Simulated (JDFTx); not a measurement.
# ZrC (Fm-3m) in JDFTx: convergence with k mesh

Aim: find how far k mesh must go before the results for ZrC settle, at PBEsol. This setting moves, with any that are tied to it; all else stays.

All numbers are computed with JDFTx 1.7.0 (patched build); they aren't measurements. Logs are shortened: lines on timing, memory, paths and dates and some standing lists are left out, and cuts for length are marked. The log counts tension as positive stress, the text compression.

## Step 1: Starting point

The structure is cubic, space group Fm-3m (No. 225). Conventional cell: a = 4.730 Å, b = 4.730 Å, c = 4.730 Å, α = 90.00°, β = 90.00°, γ = 90.00°. Zr (site symmetry m-3m) is surrounded by 6 C at 2.37 Å. C (site symmetry m-3m) is surrounded by 6 Zr at 2.37 Å.

## Step 2: With k mesh 2 × 2 × 2

ZrC.in reads:

```
lattice \
    0.0000000000     4.4692022847     4.4692022847 \
    4.4692022847     0.0000000000     4.4692022847 \
    4.4692022847     4.4692022847     0.0000000000
coords-type Lattice
ion Zr     0.5000000000     0.5000000000     0.5000000000 1
ion C      0.0000000000     0.0000000000     0.0000000000 1

ion-species pseudo/Zr.upf
ion-species pseudo/C.upf
elec-cutoff 41 328
elec-ex-corr gga-PBEsol
kpoint-folding 2 2 2
elec-smearing Fermi 0.0018374661
elec-n-bands 14
electronic-SCF nIterations 100 energyDiffThreshold 1e-09
electronic-minimize nIterations 30 energyDiffThreshold 1e-7
converge-empty-states yes
forces-output-coords Cartesian

dump-name run.$VAR
dump End Ecomponents EigStats BandEigs Kpoints Forces Stress
```

Potentials or basis: PseudoDojo-SR-PBEsol-0.4-stringent with smoothed tails.

Launch:

```console
> jdftx -c 1 -i ZrC.in -o ZrC.out
```

Log:

```text
*************** JDFTx 1.7.0 (patched build) ***************

Input parsed successfully to the following command list (including defaults):
[... the input with its defaults ...]

---------- Setting up symmetries ----------

Found 48 point-group symmetries of the bravais lattice
Found 48 space-group symmetries with basis
Applied RMS atom displacement 0 bohrs to make symmetries exact.

---------- Initializing the Grid ----------
R =
[            0       4.4692       4.4692  ]
[       4.4692            0       4.4692  ]
[       4.4692       4.4692            0  ]
unit cell volume = 178.534
G =
[  -0.702943   0.702943   0.702943  ]
[   0.702943  -0.702943   0.702943  ]
[   0.702943   0.702943  -0.702943  ]
Minimum fftbox size, Smin = [  52  52  52  ]
Chosen fftbox size, S = [  54  54  54  ]

---------- Initializing tighter grid for wavefunction operations ----------
R =
[            0       4.4692       4.4692  ]
[       4.4692            0       4.4692  ]
[       4.4692       4.4692            0  ]
unit cell volume = 178.534
G =
[  -0.702943   0.702943   0.702943  ]
[   0.702943  -0.702943   0.702943  ]
[   0.702943   0.702943  -0.702943  ]
Minimum fftbox size, Smin = [  40  40  40  ]
Chosen fftbox size, S = [  40  40  40  ]

---------- Exchange Correlation functional ----------
Initalized PBEsol GGA exchange.
Initalized PBEsol GGA correlation.

---------- Setting up pseudopotentials ----------
Width of ionic core gaussian charges (only for fluid interactions / plotting) set to 0

Reading pseudopotential file 'pseudo/Zr.upf':
  'Zr' pseudopotential, 'PBESOL' functional
  Generated using ONCVPSP code by D. R. Hamann
  12 valence electrons, 4 orbitals, 6 projectors, 1001 radial grid points, with lMax = 2
    4S    l: 0   occupation:  2.0   eigenvalue: -2.001217
    4P    l: 1   occupation:  6.0   eigenvalue: -1.191752
    4D    l: 2   occupation:  2.0   eigenvalue: -0.132729
[... 47 lines left out ...]
	FillingsUpdate:  mu: +0.565195676  nElectrons: 16.000000
SCF: Cycle:  0   F: -53.135672828008296   dF: -6.443e-02   |Residual|: 7.072e-02   |deigs|: 4.725e-02
	FillingsUpdate:  mu: +0.559961219  nElectrons: 16.000000
SCF: Cycle:  1   F: -53.137412798250359   dF: -1.740e-03   |Residual|: 3.214e-02   |deigs|: 1.692e-02
	FillingsUpdate:  mu: +0.556839594  nElectrons: 16.000000
SCF: Cycle:  2   F: -53.137705733618468   dF: -2.929e-04   |Residual|: 6.458e-03   |deigs|: 5.989e-03
	FillingsUpdate:  mu: +0.556751972  nElectrons: 16.000000
SCF: Cycle:  3   F: -53.137717880478498   dF: -1.215e-05   |Residual|: 2.175e-03   |deigs|: 7.762e-04
	FillingsUpdate:  mu: +0.556767850  nElectrons: 16.000000
SCF: Cycle:  4   F: -53.137718592713604   dF: -7.122e-07   |Residual|: 3.701e-04   |deigs|: 1.866e-04
	FillingsUpdate:  mu: +0.556803299  nElectrons: 16.000000
SCF: Cycle:  5   F: -53.137718720863283   dF: -1.281e-07   |Residual|: 1.392e-04   |deigs|: 4.075e-05
	FillingsUpdate:  mu: +0.556813597  nElectrons: 16.000000
SCF: Cycle:  6   F: -53.137718731038248   dF: -1.017e-08   |Residual|: 9.270e-05   |deigs|: 9.240e-06
	FillingsUpdate:  mu: +0.556806160  nElectrons: 16.000000
SCF: Cycle:  7   F: -53.137718735641663   dF: -4.603e-09   |Residual|: 1.180e-05   |deigs|: 8.926e-06
	FillingsUpdate:  mu: +0.556805714  nElectrons: 16.000000
SCF: Cycle:  8   F: -53.137718736088750   dF: -4.471e-10   |Residual|: 1.009e-05   |deigs|: 5.846e-07
	FillingsUpdate:  mu: +0.556805885  nElectrons: 16.000000
SCF: Cycle:  9   F: -53.137718736140542   dF: -5.179e-11   |Residual|: 9.487e-06   |deigs|: 7.006e-07
SCF: Converged (|Delta E|<1.000000e-09 for 2 iters).

Setting wave functions to eigenvectors of Hamiltonian
Converging empty states (this may take a while): |deigs|: 2.660e-06

# Stress tensor in Cartesian coordinates [Eh/a0^3]:
[  2.26323e-05            0            0  ]
[            0  2.26323e-05            0  ]
[            0            0  2.26323e-05  ]

# Ionic positions in lattice coordinates:
ion Zr   0.500000000000000   0.500000000000000   0.500000000000000 1
ion C   0.000000000000000   0.000000000000000   0.000000000000000 1

# Forces in Cartesian coordinates:
force Zr  -0.000000000000000  -0.000000000000000   0.000000000000000 1
force C   0.000000000000000  -0.000000000000000  -0.000000000000000 1

# Energy components:
   Eewald =      -46.8871308238308586
       EH =        6.3077799703490012
     Eloc =      -27.4017357913752697
      Enl =        5.0850211989864862
      Exc =      -12.0718158142325080
 Exc_core =        3.4889334533265419
       KE =       18.3412742353199931
-------------------------------------
     Etot =      -53.1376735714566237
       TS =        0.0000451646839203
-------------------------------------
        F =      -53.1377187361405419

IonicMinimize: Iter:   0  F: -53.137718736140542  |grad|_K:        nan
IonicMinimize: None of the convergence criteria satisfied after 0 iterations.

#--- Lowdin population analysis ---
# oxidation-state Zr +1.145
# oxidation-state C -1.055

Dumping 'run.eigStats' ...
	eMin: -1.242980 at state 0 ( [ +0.000000 +0.000000 +0.000000 ] spin 0 )
	HOMO: +0.544279 at state 2 ( [ +0.000000 +0.500000 +0.500000 ] spin 0 )
	mu  : +0.556804
	LUMO: +0.568058 at state 0 ( [ +0.000000 +0.000000 +0.000000 ] spin 0 )
	eMax: +0.905115 at state 2 ( [ +0.000000 +0.500000 +0.500000 ] spin 0 )
	HOMO-LUMO gap: +0.023779
	Optical gap  : +0.144133 at state 2 ( [ +0.000000 +0.500000 +0.500000 ] spin 0 )
Done!
[note: the HOMO, LUMO and gaps printed at the end count levels as full or empty at half filling, so they show a gap where a level is partly filled]
```

Wall time 7 s (1 thread of Arm Neoverse V2, shared host); peak memory 0.08 GiB.

What came out:

```yaml
Free_energy: -1445.9510 eV
Pressure: -0.7 GPa
Band_gap_on_the_k_mesh: none (metal or under the smearing width)
Loewdin_charges: Zr +1.15; C -1.05 e
```

## Step 3: With k mesh 3 × 3 × 3

Edit ZrC.in of step 2 so:

```diff
@@ -12,3 +12,3 @@
 elec-ex-corr gga-PBEsol
-kpoint-folding 2 2 2
+kpoint-folding 3 3 3
 elec-smearing Fermi 0.0018374661
```

Potentials or basis: PseudoDojo-SR-PBEsol-0.4-stringent with smoothed tails.

Launch:

```console
> jdftx -c 1 -i ZrC.in -o ZrC.out
```

It took 7.6 s on 1 thread of Arm Neoverse V2, shared host; peak memory 0.08 GiB.

What came out:

```yaml
Free_energy: -1446.9296 eV
Pressure: -7.7 GPa
Band_gap_on_the_k_mesh: none (metal or under the smearing width)
Loewdin_charges: Zr +0.73; C -0.69 e
```

## Step 4: With k mesh 4 × 4 × 4

Edit ZrC.in of step 3 so:

```diff
@@ -12,3 +12,3 @@
 elec-ex-corr gga-PBEsol
-kpoint-folding 3 3 3
+kpoint-folding 4 4 4
 elec-smearing Fermi 0.0018374661
```

Launch:

```console
> jdftx -c 1 -i ZrC.in -o ZrC.out
```

Run time: 12 s. Hardware: 1 thread of Arm Neoverse V2, shared host; peak memory 0.09 GiB.

What came out:

- Free energy: -1447.0715 eV
- Pressure: -9.1 GPa
- Band gap on the k mesh: none (metal or under the smearing width)
- Loewdin charges: Zr +0.73; C -0.69 e

## Step 5: With k mesh 5 × 5 × 5

Edit ZrC.in of step 4 so:

```diff
@@ -12,3 +12,3 @@
 elec-ex-corr gga-PBEsol
-kpoint-folding 4 4 4
+kpoint-folding 5 5 5
 elec-smearing Fermi 0.0018374661
```

Launch:

```console
> jdftx -c 1 -i ZrC.in -o ZrC.out
```

Wall time 15 s (1 thread of Arm Neoverse V2, shared host); peak memory 0.09 GiB.

Results:

| Quantity | Value |
| --- | --- |
| Free energy | -1447.0762 eV |
| Pressure | -8.4 GPa |
| Band gap on the k mesh | none (metal or under the smearing width) |
| Loewdin charges | Zr +0.75; C -0.71 e |

## Step 6: With k mesh 6 × 6 × 6

Edit ZrC.in of step 5 so:

```diff
@@ -12,3 +12,3 @@
 elec-ex-corr gga-PBEsol
-kpoint-folding 5 5 5
+kpoint-folding 6 6 6
 elec-smearing Fermi 0.0018374661
```

Potentials or basis: PseudoDojo-SR-PBEsol-0.4-stringent with smoothed tails.

Launch:

```console
> jdftx -c 1 -i ZrC.in -o ZrC.out
```

Run time: 23 s. Hardware: 1 thread of Arm Neoverse V2, shared host; peak memory 0.09 GiB.

It converged, with:

| Property | Result |
| --- | --- |
| Free energy | -1447.1033 eV |
| Pressure | -8.2 GPa |
| Band gap on the k mesh | none (metal or under the smearing width) |
| Loewdin charges | Zr +0.76; C -0.72 e |

## Step 7: With k mesh 8 × 8 × 8

Edit ZrC.in of step 6 so:

```diff
@@ -12,3 +12,3 @@
 elec-ex-corr gga-PBEsol
-kpoint-folding 6 6 6
+kpoint-folding 8 8 8
 elec-smearing Fermi 0.0018374661
```

Launch:

```console
> jdftx -c 1 -i ZrC.in -o ZrC.out
```

Run time: 39 s. Hardware: 1 thread of Arm Neoverse V2, shared host; peak memory 0.1 GiB.

Results (log left out):

| Item | Value |
| --- | --- |
| Free energy | -1447.1113 eV |
| Pressure | -8.3 GPa |
| Band gap on the k mesh | none (metal or under the smearing width) |
| Loewdin charges | Zr +0.76; C -0.72 e |

## Step 8: With k mesh 10 × 10 × 10

Edit ZrC.in of step 7 so:

```diff
@@ -12,3 +12,3 @@
 elec-ex-corr gga-PBEsol
-kpoint-folding 8 8 8
+kpoint-folding 10 10 10
 elec-smearing Fermi 0.0018374661
```

Launch:

```console
> jdftx -c 1 -i ZrC.in -o ZrC.out
```

It took 61 s on 1 thread of Arm Neoverse V2, shared host; peak memory 0.11 GiB.

The run converged. Its results:

```
Free energy            : -1447.1117 eV
Pressure               : -8.3 GPa
Band gap on the k mesh : none (metal or under the smearing width)
Loewdin charges        : Zr +0.76; C -0.72 e
```

## Step 9: With k mesh 12 × 12 × 12

Edit ZrC.in of step 8 so:

```diff
@@ -12,3 +12,3 @@
 elec-ex-corr gga-PBEsol
-kpoint-folding 10 10 10
+kpoint-folding 12 12 12
 elec-smearing Fermi 0.0018374661
```

Potentials or basis: PseudoDojo-SR-PBEsol-0.4-stringent with smoothed tails.

Launch:

```console
> jdftx -c 1 -i ZrC.in -o ZrC.out
```

Wall time 92 s (1 thread of Arm Neoverse V2, shared host); peak memory 0.14 GiB.

Results (log left out):

* Free energy: -1447.1132 eV
* Pressure: -8.3 GPa
* Band gap on the k mesh: none (metal or under the smearing width)
* Loewdin charges: Zr +0.76; C -0.72 e

## Step 10: Summary

```
      k mesh  energy less the tightest run, at zero smearing (meV/atom)  pressure (GPa)  SCF cycles  CPU time (s)  peak memory (GiB)
   2 × 2 × 2                                                     580.67           -0.67          10             7               0.08
   3 × 3 × 3                                                      97.31           -7.72          10           7.6               0.08
   4 × 4 × 4                                                      20.66           -9.11          10            12               0.09
   5 × 5 × 5                                                      20.21           -8.38          11            15               0.09
   6 × 6 × 6                                                       4.86           -8.21          10            23               0.09
   8 × 8 × 8                                                       0.92           -8.31          10            39                0.1
10 × 10 × 10                                                       0.67           -8.30          10            61               0.11
12 × 12 × 12                                                       0.00           -8.26          10            92               0.14
```

Against the tightest run, the energy stays within 1 meV/atom from 8 × 8 × 8 on; the pressure stays within 0.1 GPa from 6 × 6 × 6 on. Meshes of other sizes hit other points, so gaps and Fermi surfaces needn't settle smoothly. The tightest run that finished is the yardstick and may itself not be fully converged.
